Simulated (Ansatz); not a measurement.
The system is InGaAs2.

```
In As Ga
1.0
     4.22500    0.00000    0.00000
     0.00000    4.22500    0.00000
     0.00000    0.00000    5.96215
In As Ga
1 2 1
Cartesian
  0.0000 0.0000 2.9811
  0.0000 2.1125 1.3804
  2.1125 0.0000 4.5818
  2.1125 2.1125 0.0000
```

The cell comes from a database or a generator and needn't be the stable form of this composition.

Base run:

```yaml
Program: Ansatz 0.2.0
Functional: r2SCAN0
Potentials_or_basis: Ansatz PAW
Cutoff: "500 eV (not typed: the program's choice for these potentials)"
k_mesh: 4 × 4 × 3
Occupations: fermi-dirac, width 0.05 eV
Spin: no spin polarisation
```

Its results: band gap on the k mesh 1.22 eV, direct; pressure -3.7 GPa; largest force 0.030 eV/Å.

Question: The run is repeated on the same cell with these changes: functional from r2SCAN0 to PBEsol; cutoff from 500 eV (not typed: the program's choice for these potentials) to 420 eV (not typed: the program's choice for these potentials). What comes out?

Answer: Band gap on the k mesh none (metal or under the smearing width); pressure -2.4 GPa; largest force 0.075 eV/Å.

r2SCAN0 gives the wider gap, since exact exchange removes part of the self-interaction.

Caveats: some runs use coarse meshes; the PAW data sets come from PBE, with cores solved anew for the run's functional, which leaves a small shift of forces and pressure; the density of states is complete only up to the lowest level of the last band computed; odd divisions of the mesh miss points on the zone boundary, where band edges often lie, so the gap on the mesh can be too wide (some runs); spin-orbit coupling is left out, which moves the levels of the heavy elements (some runs); the thresholds are loose for stress (some runs).

